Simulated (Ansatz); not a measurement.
# Ru: the crystal squeezed far, part 2 of 2

How does Ru (diamond type) answer strong compression? Methods of the runs shown: PAW. Its runs: cell relaxed at zero pressure (PAW); volume scaled by 1 (PAW); volume scaled by 0.9 (PAW); volume scaled by 0.8 (PAW); volume scaled by 0.7 (PAW); volume scaled by 0.6 (PAW); volume scaled by 0.5 (PAW); volume scaled by 0.4 (PAW and PAW (cutoff 300 eV)).

Ansatz 0.2.0; DFT LDA; a cell built from a prototype (diamond type), not taken from measurement. Earlier steps stand in the parts before.

**8. Volume scaled by 0.6, PAW**

input.yaml reads:

```yaml
crystal:
  lattice:
    - [0.0, 2.2588347347, 2.2588347347]
    - [2.2588347347, 0.0, 2.2588347347]
    - [2.2588347347, 2.2588347347, 0.0]
  atoms:
    - { symbol: Ru, position: [-0.125, -0.125, -0.125] }
    - { symbol: Ru, position: [0.125, 0.125, 0.125] }
kpoints:
  mp_grid: { grid: [13, 13, 13] }
scf:
  occupations: { method: fermi_dirac, width: 0.1 }
hamiltonian:
  xc: lda
  pseudopotentials: { kind: paw }
output:
  forces: true
  stress: true
  eigenvalues: true
  populations: true
```

Launch:

```
$ ansatz run input.yaml --threads 1 --pin off --max-ram 2048MiB --backend cpu --events-out ev --progress --plain --runs-dir out
```

The log of the run, shortened:

```text
[...]
Pseudopotentials: kind: paw
Pseudopotential: Ru, paw, valence charge 16, recommended cutoff 420 eV (normal)
Functional definition: SPW92
[...]
Crystal: 2 atoms, lattice volume = 23.051 Å³
Basis set: ecut = 420 eV, 459 PW (Γ)
Bands: 20, of which v1, the nominal top of the filled ones, is band 16 counted from 1 (15 counted from 0)
Symmetry: 48 space group operations
Space group: Fd-3m (ITA 227), of the structure as read, at distance tolerance 2.8e-5 Å
k-points: 84 of 2197
[...]
SCF iter   1: F=—  HF=-11504.547959 eV  |F-HF|=—  |Δ(HF+E_count)|=         —  Δρ=3.33e-2  dr2=2.54e-1  ethr=1.77e-3  ⟨swp⟩=5.3  Hψ=8036  notcnv=0
[...]
SCF iter   6: F=-11504.452472 eV  HF=-11504.452472 eV  |F-HF|=3.52e-9  |Δ(HF+E_count)|=   5.37e-7  Δρ=2.01e-5  dr2=4.31e-8  ethr=3.13e-10  ⟨swp⟩=5.5  Hψ=7558  notcnv=0
[...]
SCF converged after 6 iterations
Free energy (F): -11504.452472 eV
[...]
E sigma→0 (E₀):  -11504.435078 eV
Entropy (-TS):   -0.034786 eV (-17.393 meV/atom)
Fermi energy:    28.696580 eV
[...]
--- Forces (eV/Å), atoms counted from 1 ---
  atom   1  Ru    -0.00000000     0.00000000     0.00000000
  atom   2  Ru    -0.00000000    -0.00000000    -0.00000000
[...]
--- Stress (GPa, compression-positive) ---
      309.621719       0.000000       0.000000
        0.000000     309.621719      -0.000000
       -0.000000      -0.000000     309.621719
  P = ⅓ Tr σ = 309.6217 GPa (3096.217 kbar)
--- Band table (eV; the first three rows and the last of 84) ---
  k-point 0: bands = ["-46.6595", "-43.4645", "-17.2849", "-17.2849", "-17.2849", "-13.8521", "-13.8521", "-13.8521", "20.0722", "20.4764", "20.4764", "23.1638", "23.1638", "23.1638", "28.1989", "28.1989", "28.1989", "33.0479", "33.0479", "42.1749"]
[...]
--- Löwdin populations: 2 sites ---
  site symbol       q [e]
     0     Ru     15.9385
     1     Ru     15.9385
  spilling = 0.003841 (of n_electrons = 32.000000)
```

Wall time 3 s (1 thread of Arm Neoverse V1, shared host); peak memory 0.3 GiB.

This run gives: pressure 309.62 GPa; no gap.

**9. Volume scaled by 0.5, PAW**

Changes to input.yaml since step 8:

```diff
@@ -2,5 +2,5 @@
   lattice:
-    - [0.0, 2.2588347347, 2.2588347347]
-    - [2.2588347347, 0.0, 2.2588347347]
-    - [2.2588347347, 2.2588347347, 0.0]
+    - [0.0, 2.1256448687, 2.1256448687]
+    - [2.1256448687, 0.0, 2.1256448687]
+    - [2.1256448687, 2.1256448687, 0.0]
   atoms:
```

Launch:

```
$ ansatz run input.yaml --threads 1 --pin off --max-ram 2048MiB --backend cpu --events-out ev --progress --plain --runs-dir out
```

The log of the run, shortened:

```text
[...]
[... 3 set-up lines as earlier in the session ...]
[...]
Crystal: 2 atoms, lattice volume = 19.209 Å³
Basis set: ecut = 420 eV, 339 PW (Γ)
Bands: 20, of which v1, the nominal top of the filled ones, is band 16 counted from 1 (15 counted from 0)
[... 1 set-up line as earlier in the session ...]
Space group: Fd-3m (ITA 227), of the structure as read, at distance tolerance 2.7e-5 Å
k-points: 84 of 2197
[...]
SCF iter   1: F=—  HF=-11493.738730 eV  |F-HF|=—  |Δ(HF+E_count)|=         —  Δρ=5.81e-2  dr2=1.37e-1  ethr=1.77e-3  ⟨swp⟩=5.4  Hψ=8048  notcnv=0
[...]
SCF iter   7: F=-11493.772039 eV  HF=-11493.772039 eV  |F-HF|=7.24e-10  |Δ(HF+E_count)|=   1.44e-8  Δρ=5.22e-6  dr2=2.74e-9  ethr=3.13e-10  ⟨swp⟩=5.6  Hψ=7202  notcnv=0
[...]
SCF converged after 7 iterations
Free energy (F): -11493.772039 eV
[...]
E sigma→0 (E₀):  -11493.750914 eV
Entropy (-TS):   -0.042250 eV (-21.125 meV/atom)
Fermi energy:    35.471107 eV
[...]
--- Forces (eV/Å), atoms counted from 1 ---
  atom   1  Ru     0.00000000    -0.00000000     0.00000000
  atom   2  Ru    -0.00000000     0.00000000    -0.00000000
[...]
--- Stress (GPa, compression-positive) ---
      616.840970      -0.000000       0.000000
       -0.000000     616.840970       0.000000
        0.000000       0.000000     616.840970
  P = ⅓ Tr σ = 616.8410 GPa (6168.410 kbar)
--- Band table (eV; the first three rows and the last of 84) ---
  k-point 0: bands = ["-41.9523", "-36.6106", "-12.5145", "-12.5145", "-12.5145", "-7.6192", "-7.6192", "-7.6192", "24.9417", "24.9417", "25.5217", "28.8941", "28.8941", "28.8941", "35.2356", "35.2356", "35.2356", "40.8864", "40.8864", "48.7199"]
[...]
--- Löwdin populations: 2 sites ---
  site symbol       q [e]
     0     Ru     15.9223
     1     Ru     15.9223
  spilling = 0.004857 (of n_electrons = 32.000000)
```

It took 3 s on 1 thread of Arm Neoverse V1, shared host; peak memory 0.29 GiB.

This run gives: pressure 616.84 GPa; no gap.

**10. Volume scaled by 0.4, PAW**

input.yaml reads:

```yaml
crystal:
  lattice:
    - [0.0, 1.9732738973, 1.9732738973]
    - [1.9732738973, 0.0, 1.9732738973]
    - [1.9732738973, 1.9732738973, 0.0]
  atoms:
    - { symbol: Ru, position: [-0.125, -0.125, -0.125] }
    - { symbol: Ru, position: [0.125, 0.125, 0.125] }
kpoints:
  mp_grid: { grid: [13, 13, 13] }
  band_path:
    path:
      - [0.0, 0.0, 0.0]
      - [0.5, 0.0, 0.5]
      - [0.625, 0.25, 0.625]
      - [0.375, 0.375, 0.75]
      - [0.0, 0.0, 0.0]
      - [0.5, 0.5, 0.5]
      - [0.5, 0.25, 0.75]
      - [0.5, 0.0, 0.5]
    npoints: 8
scf:
  occupations: { method: fermi_dirac, width: 0.1 }
hamiltonian:
  xc: lda
  pseudopotentials: { kind: paw }
output:
  forces: true
  stress: true
  eigenvalues: true
  populations: true
  dos: { projected: true, de: 0.2, e_range: [-14, 8] }
```

Launch:

```
$ ansatz run input.yaml --threads 1 --pin off --max-ram 2048MiB --backend cpu --events-out ev --progress --plain --runs-dir out
```

The log of the run:

```text
[... 6 set-up lines as earlier in the session ...]
Crystal: 2 atoms, lattice volume = 15.367 Å³
Basis set: ecut = 420 eV, 307 PW (Γ)
Bands: 20, of which v1, the nominal top of the filled ones, is band 16 counted from 1 (15 counted from 0)
[... 1 set-up line as earlier in the session ...]
Space group: Fd-3m (ITA 227), of the structure as read, at distance tolerance 2.5e-5 Å
k-points: 84 of 2197
[... 7 set-up lines as earlier in the session ...]
SCF iter   1: F=—  HF=-11472.177819 eV  |F-HF|=—  |Δ(HF+E_count)|=         —  Δρ=1.49e-1  dr2=1.40e0  ethr=1.77e-3  ⟨swp⟩=6.2  Hψ=8771  notcnv=0
preconditioner: auto → none  [metal: Δε(μ)=0.065 eV  Ē_g=13.563 eV  σ=0.100 eV  W_gap=0.16  n_scr=8 (ndim 8)  ℏωp=37.9 eV  f_vac=0.000  D(μ)=1.25/eV (n_scr^D=14)  sad-step TF]
SCF iter   2: F=—  HF=-11472.179910 eV  |F-HF|=—  |Δ(HF+E_count)|=   2.09e-3  Δρ=7.96e-2  dr2=3.95e-1  ethr=1.77e-3  ⟨swp⟩=2.9  Hψ=3867  notcnv=0
SCF iter   3: F=—  HF=-11472.181106 eV  |F-HF|=—  |Δ(HF+E_count)|=   1.20e-3  Δρ=5.67e-3  dr2=1.78e-3  ethr=1.24e-3  ⟨swp⟩=2.6  Hψ=3455  notcnv=0
SCF iter   4: F=—  HF=-11472.182364 eV  |F-HF|=—  |Δ(HF+E_count)|=   1.26e-3  Δρ=1.23e-3  dr2=1.91e-4  ethr=5.55e-6  ⟨swp⟩=2.2  Hψ=3495  notcnv=0
SCF iter   5: F=—  HF=-11472.182302 eV  |F-HF|=—  |Δ(HF+E_count)|=   6.22e-5  Δρ=1.81e-4  dr2=3.42e-6  ethr=5.97e-7  ⟨swp⟩=2.5  Hψ=3220  notcnv=0
SCF iter   6: F=—  HF=-11472.182304 eV  |F-HF|=—  |Δ(HF+E_count)|=   2.15e-6  Δρ=3.50e-5  dr2=9.96e-8  ethr=3.13e-10  ⟨swp⟩=5.7  Hψ=9978  notcnv=0
SCF iter   7: F=-11472.182304 eV  HF=-11472.182304 eV  |F-HF|=6.00e-11  |Δ(HF+E_count)|=   1.17e-8  Δρ=1.33e-6  dr2=9.42e-11  ethr=3.11e-10  ⟨swp⟩=3.0  Hψ=7429  notcnv=0
SCF 1 converged in 7 iterations: F = -11472.182304 eV  dr2 = 9.42e-11
NSCF: frozen V_eff on 57 k-points
SCF converged after 7 iterations
Free energy (F): -11472.182304 eV
Harris-Foulkes:  -11472.182304 eV  (|F-HF|=6.00e-11)
Internal energy: -11472.137309 eV  (E = F + TS)
E sigma→0 (E₀):  -11472.159807 eV
Entropy (-TS):   -0.044995 eV (-22.498 meV/atom)
Fermi energy:    45.482228 eV
--- Per-component energies (eV) ---
  E_band       = 445.920928
  E_kinetic    = 1164.911635
  E_local      = -2032.453078  (includes V_loc(G=0)·N_el)
  E_nonlocal   = 777.024965
  E_hartree    = 772.946948
  E_xc         = -406.184846
  E_vxc        = -513.486140  (∫ρ·V_xc dr)
  E_paw        = -6717.937671  (= ΣΔE_a)
  E_vpaw       = -495.969912  (= ΣTr[D̂ρ^β])
  E_aug_tail   = -0.000407  (compensation charges beyond the density's cutoff)
  E_ewald      = -5031.588226
  E_core_change = 1.143370  (= ΣΔE_core)
  E_smearing   = -0.044995  (= −TS)
  E_closure    = 0.000000  (closes the sum)
  Σ components = -11472.182304   (vs F -11472.182304, Δ=0.00e0)
--- Forces (eV/Å), atoms counted from 1 ---
  atom   1  Ru     0.00000000     0.00000000     0.00000000
  atom   2  Ru     0.00000000     0.00000000    -0.00000000
  max |Σ_I F_I| component: 1.11e-16 eV/Å
--- Stress (GPa, compression-positive) ---
     1272.624667       0.000000      -0.000000
        0.000000    1272.624667       0.000000
       -0.000000      -0.000000    1272.624667
  P = ⅓ Tr σ = 1272.6247 GPa (12726.247 kbar)
--- Band table (eV; the first three rows and the last of 84) ---
  k-point 0: bands = ["-35.9207", "-26.4333", "-6.0599", "-6.0599", "-6.0599", "1.0551", "1.0551", "1.0551", "31.3038", "31.3038", "33.4587", "37.3001", "37.3001", "37.3001", "45.9893", "45.9893", "45.9893", "52.3039", "52.3039", "57.9518"]
  k-point 1: bands = ["-35.8455", "-26.5925", "-6.1263", "-6.1263", "-6.0091", "1.1476", "1.1574", "1.1574", "31.1993", "31.1993", "33.7019", "37.2161", "37.5525", "37.5525", "45.3381", "45.7168", "45.7168", "52.2527", "52.2527", "57.1390"]
  k-point 2: bands = ["-35.6252", "-27.0397", "-6.3014", "-6.3014", "-5.8872", "1.4269", "1.4321", "1.4321", "31.0122", "31.0122", "34.1762", "37.2513", "38.0382", "38.0382", "43.7118", "45.1252", "45.1252", "52.1095", "52.1095", "57.0066"]
  k-point 83: bands = ["-32.4124", "-31.6120", "-8.2420", "-8.0338", "-1.5832", "-0.5817", "4.1823", "4.3805", "29.0083", "29.2958", "35.0010", "36.4382", "39.5470", "41.1475", "43.3048", "44.1850", "48.8541", "49.8942", "52.4888", "53.7844"]
--- Löwdin populations: 2 sites ---
  site symbol       q [e]
     0     Ru     15.8692
     1     Ru     15.8692
  spilling = 0.008174 (of n_electrons = 32.000000)
```

Wall time 3.3 s (1 thread of Arm Neoverse V1, shared host); peak memory 0.28 GiB.

This run gives: pressure 1272.62 GPa; no gap.

Levels at the path's labelled points, in eV from the Fermi level:

```
point  band 12  band 13  band 14  band 15  band 16  band 17  band 18
    Γ    -8.18    -8.18    -8.18     0.51     0.51     0.51     6.82
    X   -11.47    -6.72    -6.72     1.91     1.91     4.89     4.89
    U    -7.05    -6.10    -5.69    -3.15     0.75     2.87     4.57
    K    -7.05    -6.10    -5.69    -3.15     0.75     2.87     4.57
    Γ    -8.18    -8.18    -8.18     0.51     0.51     0.51     6.82
    L   -11.27   -11.27    -7.17     0.53     2.00     2.00     5.00
    W    -9.79    -5.10    -5.10    -1.75    -1.75     4.25     4.25
    X   -11.47    -6.72    -6.72     1.91     1.91     4.89     4.89
```

States per cell, counted by energy window (eV from the Fermi level, on a grid of 0.20 eV):

```csv
from,to,total,Ru 4d,Ru 5s
-10,-9,0.71,0.66,0.00
-9,-8,1.09,0.99,0.02
-8,-7,0.78,0.67,0.05
-7,-6,1.00,0.84,0.07
-6,-5,0.79,0.62,0.08
-5,-4,0.84,0.65,0.10
-4,-3,1.01,0.77,0.13
-3,-2,0.94,0.71,0.14
-2,-1,0.93,0.72,0.12
-1,0,1.54,1.17,0.21
0,1,1.00,0.75,0.14
1,2,0.82,0.54,0.18
2,3,0.78,0.51,0.14
3,4,0.81,0.53,0.13
4,5,0.53,0.35,0.07
```

**11. Volume scaled by 0.4, PAW (cutoff 300 eV)**

input.yaml reads:

```yaml
crystal:
  lattice:
    - [0.0, 1.9732738973, 1.9732738973]
    - [1.9732738973, 0.0, 1.9732738973]
    - [1.9732738973, 1.9732738973, 0.0]
  atoms:
    - { symbol: Ru, position: [-0.125, -0.125, -0.125] }
    - { symbol: Ru, position: [0.125, 0.125, 0.125] }
kpoints:
  mp_grid: { grid: [13, 13, 13] }
scf:
  occupations: { method: fermi_dirac, width: 0.1 }
hamiltonian:
  xc: lda
  pseudopotentials: { kind: paw }
output:
  forces: true
  stress: true
  eigenvalues: true
  write_density: true
  write_potential: true
  elf: true
  volumetric_format: npy
basis:
  ecutwfc: 300
```

Launch:

```
$ ansatz run input.yaml --threads 1 --pin off --max-ram 2048MiB --backend cpu --events-out ev --progress --plain --runs-dir out
```

The log of the run, shortened:

```text
Warning: basis.ecutwfc = 300 eV is below the records' recommended 420 eV, and the density's cutoff is lower with it unless basis.ecutrho_ratio is high enough to keep the records' density cutoff: compare with a run at a higher cutoff
[...]
[... 3 set-up lines as earlier in the session ...]
[...]
Crystal: 2 atoms, lattice volume = 15.367 Å³
Basis set: ecut = 300 eV, 169 PW (Γ)
Bands: 20, of which v1, the nominal top of the filled ones, is band 16 counted from 1 (15 counted from 0)
[... 2 set-up lines as earlier in the session ...]
k-points: 84 of 2197
[...]
SCF iter   1: F=—  HF=-11471.794490 eV  |F-HF|=—  |Δ(HF+E_count)|=         —  Δρ=1.48e-1  dr2=1.46e0  ethr=1.77e-3  ⟨swp⟩=6.0  Hψ=8399  notcnv=0
[...]
SCF iter   7: F=-11471.790058 eV  HF=-11471.790058 eV  |F-HF|=5.82e-11  |Δ(HF+E_count)|=  2.11e-10  Δρ=1.20e-6  dr2=7.95e-11  ethr=1.08e-10  ⟨swp⟩=6.7  Hψ=11009  notcnv=0
[...]
SCF converged after 7 iterations
Free energy (F): -11471.790058 eV
[...]
E sigma→0 (E₀):  -11471.767519 eV
Entropy (-TS):   -0.045079 eV (-22.540 meV/atom)
Fermi energy:    45.480711 eV
[...]
--- Forces (eV/Å), atoms counted from 1 ---
  atom   1  Ru    -0.00000000     0.00000000     0.00000000
  atom   2  Ru    -0.00000000     0.00000000    -0.00000000
[...]
--- Stress (GPa, compression-positive) ---
     1276.374116       0.000000      -0.000000
        0.000000    1276.374116      -0.000000
       -0.000000      -0.000000    1276.374116
  P = ⅓ Tr σ = 1276.3741 GPa (12763.741 kbar)
--- Band table (eV; the first three rows and the last of 84) ---
  k-point 0: bands = ["-35.9867", "-26.5170", "-6.1052", "-6.1052", "-6.1052", "1.0103", "1.0103", "1.0103", "31.2952", "31.2952", "33.4540", "37.2967", "37.2967", "37.2967", "45.9848", "45.9848", "45.9848", "52.3099", "52.3099", "57.9699"]
[...]
```

It took 2.4 s on 1 thread of Arm Neoverse V1, shared host; peak memory 0.26 GiB.

In short: pressure 1276.37 GPa; no gap.

The fields are shown in the conventional cell of this run's space group, carried over from its grid by interpolation.

Density in a lattice plane of the grid's cell (edges 3.95 and 3.95 Å, at 0.125 of the third edge), which holds Ru.

Ten even steps from ' ' (0.30 e/Å³) to '@' (10.56 e/Å³):
```
..::::--::::....                              ..
    ......                                      
                            ......              
                      ....::::--::::....        
                    ....--==++**++==--....      
                    ..::==##%%%%%%**==::..      
                    ..--**%%@@@@@@%%++--..      
                    ..--**%%@@@@@@%%**--..      
                    ..::==##%%%%%%##==::..      
                    ....--==++**++==--....      
                      ....::::--::::....        
                            ......              
    ......                                      
..::::--::::....                              ..
--==++**++==--....                          ....
==##%%%%%%**==::..                          ..::
**%%@@@@@@%%++--..                          ..--
**%%@@@@@@%%**--..                          ..--
==##%%%%%%##==::..                          ..::
--==++**++==--....                          ....
```
Columns run along the first of these edges and rows up along the second, over one cell in 24 and 20 even steps from the bottom left corner. Atoms in the plane (fractional): Ru at (0.12, 0.12), Ru at (0.62, 0.62).

ELF in the same plane.

Ten even steps from '0' (0.22) to '9' (0.63):
```
357775311111001110011111
123322111111001110011111
001110011111123322111111
001110011111357775321111
000000000114799998742100
000000000136997679963100
000000011148984247974111
000000011148984248974111
000000000136998789963100
000000000014799999741000
001110011111357775311111
001110011111123322111111
123322111111001110011111
357775321111001110011111
799998742100000000000114
997679963100000000000136
984247974111000000011148
984248974111000000011148
998789963100000000000136
799999741000000000000014
```
Columns run along the first of these edges and rows up along the second, over one cell in 24 and 20 even steps from the bottom left corner. Atoms in the plane (fractional): Ru at (0.12, 0.12), Ru at (0.62, 0.62).

Both are smooth fields of the valence electrons: close to the nuclei they are not physical.

**12. All runs together**

```
             method  volume over the first  volume (Å³/atom)  pressure (GPa)  SCF cycles, by the record's count
                PAW                      1            19.209            0.01                                  6
                PAW                    0.9            17.288           25.99                                  6
                PAW                    0.8            15.367           71.81                                  6
                PAW                    0.7            13.446          154.43                                  6
                PAW                    0.6            11.525          309.62                                  6
                PAW                    0.5             9.604          616.84                                  7
                PAW                    0.4             7.684         1272.62                                  7
PAW (cutoff 300 eV)                    0.4             7.684         1276.37                                  7
```

**13. Results**

What follows sums up all 2 parts.

| quantity | value |
| --- | --- |
| PAW pressure at 0.4 of the volume | 1272.6 GPa |
| PAW (cutoff 300 eV) pressure at 0.4 of the volume | 1276.4 GPa |
| fitted bulk modulus at zero pressure (PAW) | 210 GPa |
| its pressure derivative | 4.10 |

**Reading.** By PAW the pressure climbs to 1273 GPa at 0.4 of the first volume. A third-order Birch-Murnaghan curve fits the range only roughly (B₀ = 210 GPa, B′ = 4.10, misfit at most 15.87 GPa). A fit over so wide a range leans to the high pressures, so B₀ can be off by several per cent. No all-electron run checks these rows here, and frozen cores can fail under such compression. The ions are at rest, and the electrons smeared by 0.1 eV.
